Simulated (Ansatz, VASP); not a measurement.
**One calculation of GaP, two programs**

```
Ga P
1.0
     2.73286    2.73286    0.00000
    -2.73286    2.73286    0.00000
     0.00000    2.73286    2.70794
Ga P
1 1
Direct
  0.00000 0.00000 0.00000
  0.75000 0.25000 0.50000
```

Change from the starting cell: in-plane strain +0.005, out-of-plane length and atoms relaxed by PAW.

Alike in both runs: functional PBEsol; k mesh 8 × 8 × 8; no spin polarisation.

Ansatz relaxed the structure, and its values are those at the end. VASP's run is a single point on that final structure, the one shown.

|  | VASP | Ansatz |
| --- | --- | --- |
| version | VASP 6.6.1 | Ansatz 0.2.0 |
| potentials or method | VASP PAW PBE potentials, release 64 (Ga_d, P) | PAW with Ansatz's default frozen-core files, scalar-relativistic |
| plane-wave cutoff (eV) | 520 | 420 |
| occupations | gaussian, width 0.01 eV | fixed |
| valence electrons in the cell | 18 | 18 |

|  | VASP | Ansatz | Ansatz less VASP |
| --- | --- | --- | --- |
| pressure (GPa) | -0.6 | -0.5 | +0.09 |

Caveats: the PAW data sets were made with another functional, which shifts forces and pressure a little (VASP). A k mesh can miss the band edges.
